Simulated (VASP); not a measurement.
# KF (Carobbiite) (Fm-3m) in VASP: further runs, part 2 of 2

VASP 6.6.1. The steps go on from the part before.

### 3 Relaxation of the atoms, PBE

Input file INCAR:

```
SYSTEM = KF
ALGO = Normal
EDIFF = 1E-7
EDIFFG = -0.01
ENCUT = 300
GGA = PE
IBRION = 2
ISIF = 2
ISMEAR = 0
LASPH = .True.
LCHARG = .False.
LREAL = .False.
LWAVE = .False.
NELM = 80
NSW = 40
PREC = Accurate
SIGMA = 0.03
```

Input file KPOINTS:

```
k-points
0
Gamma
  5 5 5
  0 0 0
```

Input file POSCAR:

```
KF                                      
1.0
    0.0000000000      2.6672367940      2.6672367940
    2.6672367940      0.0000000000      2.6672367940
    2.6672367940      2.6672367940     -0.0000000000
  K               F             
     1     1
Direct
     0.0000000000000000    0.0000000000000000    1.0000000000000000
     0.5000000000000000    0.5000000000000000    0.5000000000000000
```

Potentials or basis: VASP PAW PBE potentials, release 64 (K_sv, F_s).

The run is started by

```
$ cat potpaw_PBE.64/K_sv/POTCAR potpaw_PBE.64/F_s/POTCAR > POTCAR
$ mpirun -np 1 vasp_std > vasp.out
```

Wall time 4.7 s (1 thread of AMD EPYC 7R13 (Zen 3), shared host); peak memory 0.1 GiB.

It converged, with:

- Free energy: -8.2879 eV
- Band gap on the k mesh: 6.20 eV, direct

Final structure:
```xyz
2
Lattice="0.0000 2.6672 2.6672 2.6672 0.0000 2.6672 2.6672 2.6672 0.0000" Properties=species:S:1:pos:R:3 pbc="T T T"
K     0.0000    0.0000    0.0000
F     2.6672    2.6672    2.6672
```

Levels at points of the mesh, in eV from the valence-band top:
| k point | band 4 | band 5 | band 6 | band 7 | band 8 | band 9 | band 10 | band 11 | band 12 |
| --- | --- | --- | --- | --- | --- | --- | --- | --- | --- |
| (0.00, 0.00, 0.00) | -9.37 | -9.37 | 0.00 | 0.00 | 0.00 | 6.20 | 10.70 | 10.70 | 10.70 |

Caveat: the cutoff is under 1.25 times the usual one of these potentials, so pressure, stress and relaxed cells hold a basis-set (Pulay) error; the relaxation stopped at its first step, so nothing moved. A hybrid or GW would open this gap; PBE tends to underestimate it.

### 4 Relaxation of the atoms, PBE (a relaxed cell with its volume scaled by 1.02)

INCAR is that of step 3.

KPOINTS is that of step 3.

Input file POSCAR:

```
KF                                      
1.0
    0.0000000000      2.6849011286      2.6849011286
    2.6849011286      0.0000000000      2.6849011286
    2.6849011286      2.6849011286     -0.0000000000
  K               F             
     1     1
Direct
     0.0000000000000000    0.0000000000000000    1.0000000000000000
     0.5000000000000000    0.5000000000000000    0.5000000000000000
```

The run is started by

```
$ cat potpaw_PBE.64/K_sv/POTCAR potpaw_PBE.64/F_s/POTCAR > POTCAR
$ mpirun -np 1 vasp_std > vasp.out
```

Run time: 4.5 s. Hardware: 1 thread of AMD EPYC 7R13 (Zen 3), shared host; peak memory 0.1 GiB.

It converged, with:

* Free energy: -8.2952 eV
* Band gap on the k mesh: 6.10 eV, direct

Final structure:
```yaml
crystal:
  lattice:
    - [0.00000, 2.68490, 2.68490]
    - [2.68490, 0.00000, 2.68490]
    - [2.68490, 2.68490, 0.00000]
  atoms:
    - { symbol: K, position: [0.00000, 0.00000, 0.00000] }
    - { symbol: F, position: [0.50000, 0.50000, 0.50000] }
```

Levels at points of the mesh, in eV from the valence-band top:
```tsv
k point	band 4	band 5	band 6	band 7	band 8	band 9	band 10	band 11	band 12
(0.00, 0.00, 0.00)	-9.44	-9.44	0.00	0.00	0.00	6.10	10.64	10.64	10.64
```

Caveat: the cutoff is under 1.25 times the usual one of these potentials, so pressure, stress and relaxed cells hold a basis-set (Pulay) error; the relaxation stopped at its first step, so nothing moved.

### 5 Relaxation of the atoms, PBE (a relaxed cell with its volume scaled by 1.04)

INCAR is that of step 4.

KPOINTS is that of step 4.

Input file POSCAR:

```
KF                                      
1.0
    0.0000000000      2.7023360400      2.7023360400
    2.7023360400      0.0000000000      2.7023360400
    2.7023360400      2.7023360400     -0.0000000000
  K               F             
     1     1
Direct
     0.0000000000000000    0.0000000000000000    1.0000000000000000
     0.5000000000000000    0.5000000000000000    0.5000000000000000
```

Potentials or basis: VASP PAW PBE potentials, release 64 (K_sv, F_s).

The run is started by

```
$ cat potpaw_PBE.64/K_sv/POTCAR potpaw_PBE.64/F_s/POTCAR > POTCAR
$ mpirun -np 1 vasp_std > vasp.out
```

OUTCAR:

```text
SYSTEM = KF
   EDIFF = 1E-7
   EDIFFG = -0.01
   ENCUT = 300
   GGA = PE
   IBRION = 2
   ISIF = 2
   ISMEAR = 0
   LASPH = .True.
   LREAL = .False.
   NELM = 80
   NSW = 40
   PREC = Accurate

 ion  position               nearest neighbor table
   1  0.000  0.000  0.000-   2 2.70   2 2.70   2 2.70   2 2.70   2 2.70   2 2.70
   2  0.500  0.500  0.500-   1 2.70   1 2.70   1 2.70   1 2.70   1 2.70   1 2.70

  LATTYP: Found a face centered cubic cell.
 ALAT       =     5.4046720800

  Lattice vectors:

 A1 = (   0.0000000000,   2.7023360400,   2.7023360400)
 A2 = (   2.7023360400,   0.0000000000,   2.7023360400)
 A3 = (   2.7023360400,   2.7023360400,   0.0000000000)

Analysis of symmetry for initial positions (statically):
=====================================================================
 Subroutine PRICEL returns:
 Original cell was already a primitive cell.

 Routine SETGRP: Setting up the symmetry group for a
 face centered cubic supercell.

 Subroutine GETGRP returns: Found 48 space group operations
[... 164 lines left out ...]
      3     -12.2894      2.00000
      4     -12.2894      2.00000
      5     -12.2894      2.00000
      6      -2.7838      2.00000
      7      -2.7838      2.00000
      8      -2.7838      2.00000
      9       3.2114      0.00000
     10       7.8040      0.00000
     11       7.8040      0.00000
     12       7.8040      0.00000
[... 121 lines left out ...]
 k-point    10 :      -0.4000    0.4000    0.2000
  band No.  band energies     occupation
      1     -28.9225      2.00000
      2     -21.4444      2.00000
      3     -12.6221      2.00000
      4     -12.5650      2.00000
      5     -12.3730      2.00000
      6      -3.1962      2.00000
      7      -3.0291      2.00000
      8      -2.9289      2.00000
      9       6.4688      0.00000
     10       6.9539      0.00000
     11       8.4003      0.00000
     12      10.4697      0.00000

------------------------ aborting loop because EDIFF is reached ----------------------------------------

  FORCE on cell =-STRESS in cart. coord.  units (eV):
  Direction    XX          YY          ZZ          XY          YZ          ZX
  --------------------------------------------------------------------------------------
  -------------------------------------------------------------------------------------
  Total       -0.3327153     -0.3327153     -0.3327153     -0.0000000      0.0000000      0.0000000
  in kB      -13.5062664    -13.5062664    -13.5062664     -0.0000000      0.0000000      0.0000000
  external PRESSURE =     -13.5062664 kB  Pullay stress =       0.0000000 kB

 VOLUME and BASIS-vectors are now :
 -----------------------------------------------------------------------------
  energy-cutoff  :      300.00
  volume of cell :       39.47
      direct lattice vectors                 reciprocal lattice vectors
     0.000000000  2.702336040  2.702336040    -0.185025101  0.185025101  0.185025101
     2.702336040  0.000000000  2.702336040     0.185025101 -0.185025101  0.185025101
     2.702336040  2.702336040  0.000000000     0.185025101  0.185025101 -0.185025101

 POSITION                                       TOTAL-FORCE (eV/Angst)
 -----------------------------------------------------------------------------------
      0.00000      0.00000      0.00000        -0.000000     -0.000000     -0.000000
      2.70234      2.70234      2.70234         0.000000      0.000000      0.000000
 -----------------------------------------------------------------------------------
    total drift:                                0.000000     -0.000000      0.000000

  FREE ENERGIE OF THE ION-ELECTRON SYSTEM (eV)
  ---------------------------------------------------
  free  energy   TOTEN  =        -8.2989340645 eV

  energy  without entropy=       -8.2989340645  energy(sigma->0) =       -8.29893406

 reached required accuracy - stopping structural energy minimisation
```

OSZICAR:

```text
N       E                     dE             d eps       ncg     rms          rms(c)
DAV:   1     0.757662079589E+02    0.75766E+02   -0.61125E+03   240   0.848E+02
DAV:   2    -0.747206568281E+01   -0.83238E+02   -0.80210E+02   276   0.291E+02
DAV:   3    -0.950276865770E+01   -0.20307E+01   -0.20263E+01   324   0.417E+01
DAV:   4    -0.956403237417E+01   -0.61264E-01   -0.61255E-01   332   0.598E+00
DAV:   5    -0.956576504801E+01   -0.17327E-02   -0.17327E-02   324   0.774E-01    0.623E+00
DAV:   6    -0.832166707894E+01    0.12441E+01   -0.41560E+00   280   0.221E+01    0.486E+00
DAV:   7    -0.829993999685E+01    0.21727E-01   -0.17046E-01   308   0.341E+00    0.265E+00
DAV:   8    -0.829612934887E+01    0.38106E-02   -0.50530E-02   260   0.278E+00    0.412E-01
DAV:   9    -0.829836994778E+01   -0.22406E-02   -0.10456E-02   296   0.892E-01    0.148E-01
DAV:  10    -0.829874506741E+01   -0.37512E-03   -0.14083E-03   280   0.392E-01    0.868E-02
DAV:  11    -0.829892407736E+01   -0.17901E-03   -0.15082E-04   260   0.104E-01    0.288E-02
DAV:  12    -0.829893331129E+01   -0.92339E-05   -0.24140E-05   288   0.545E-02    0.409E-03
DAV:  13    -0.829893388893E+01   -0.57763E-06   -0.20000E-06   280   0.144E-02    0.326E-03
DAV:  14    -0.829893406236E+01   -0.17344E-06   -0.51273E-07   256   0.621E-03    0.375E-04
DAV:  15    -0.829893406452E+01   -0.21525E-08   -0.17255E-08   212   0.128E-03
   1 F= -.82989341E+01 E0= -.82989341E+01  d E =-.829893E+01
```

Wall time 4.4 s (1 thread of AMD EPYC 7R13 (Zen 3), shared host); peak memory 0.1 GiB.

Results:

| Item | Value |
| --- | --- |
| Free energy | -8.2989 eV |
| Band gap on the k mesh | 6.00 eV, direct |

Final structure:
```xyz
2
Lattice="0.0000 2.7023 2.7023 2.7023 0.0000 2.7023 2.7023 2.7023 0.0000" Properties=species:S:1:pos:R:3 pbc="T T T"
K     0.0000    0.0000    0.0000
F     2.7023    2.7023    2.7023
```

Caveat: the cutoff is under 1.25 times the usual one of these potentials, so pressure, stress and relaxed cells hold a basis-set (Pulay) error; the relaxation stopped at its first step, so nothing moved.

### 6 Relaxation of the atoms, PBE (a relaxed cell with its volume scaled by 1.06)

INCAR is that of step 5.

KPOINTS is that of step 5.

Input file POSCAR:

```
KF                                      
1.0
    0.0000000000      2.7195488356      2.7195488356
    2.7195488356      0.0000000000      2.7195488356
    2.7195488356      2.7195488356     -0.0000000000
  K               F             
     1     1
Direct
     0.0000000000000000    0.0000000000000000    1.0000000000000000
     0.5000000000000000    0.5000000000000000    0.5000000000000000
```

Potentials or basis: VASP PAW PBE potentials, release 64 (K_sv, F_s).

The run is started by

```
$ cat potpaw_PBE.64/K_sv/POTCAR potpaw_PBE.64/F_s/POTCAR > POTCAR
$ mpirun -np 1 vasp_std > vasp.out
```

Wall time 4.5 s (1 thread of AMD EPYC 7R13 (Zen 3), shared host); peak memory 0.1 GiB.

Results (log left out):

```
Free energy            : -8.2998 eV
Band gap on the k mesh : 5.90 eV, direct
```

Final structure:
```
CELL_PARAMETERS angstrom
0.00000 2.71955 2.71955
2.71955 0.00000 2.71955
2.71955 2.71955 0.00000
ATOMIC_POSITIONS crystal
K 0.00000 0.00000 0.00000
F 0.50000 0.50000 0.50000
```

Levels at points of the mesh, in eV from the valence-band top:
```
           k point  band 4  band 5  band 6  band 7  band 8  band 9  band 10  band 11  band 12
(0.00, 0.00, 0.00)   -9.57   -9.57    0.00    0.00    0.00    5.90    10.54    10.54    10.54
```

Caveat: the cutoff is under 1.25 times the usual one of these potentials, so pressure, stress and relaxed cells hold a basis-set (Pulay) error; the relaxation stopped at its first step, so nothing moved.

### 7 Overview

```csv
cell,gap on the mesh (eV)
atoms relaxed from: a relaxed cell with its volume scaled by 0.98,6.31
atoms relaxed,6.20
atoms relaxed from: a relaxed cell with its volume scaled by 1.02,6.10
atoms relaxed from: a relaxed cell with its volume scaled by 1.04,6.00
atoms relaxed from: a relaxed cell with its volume scaled by 1.06,5.90
```

Alike in all rows: task relaxation of the atoms; level PBE; potentials or basis VASP PAW PBE potentials, release 64 (K_sv, F_s); no spin polarisation; k mesh 5 × 5 × 5; cutoff (eV) 300; smearing gaussian 0.03 eV.

Caveats: the cutoff is under 1.25 times the usual one of these potentials, so pressure, stress and relaxed cells hold a basis-set (Pulay) error; the relaxation stopped at its first step, so nothing moved.

Total energies depend on the potentials used, so only differences within one code and one set of settings carry meaning.
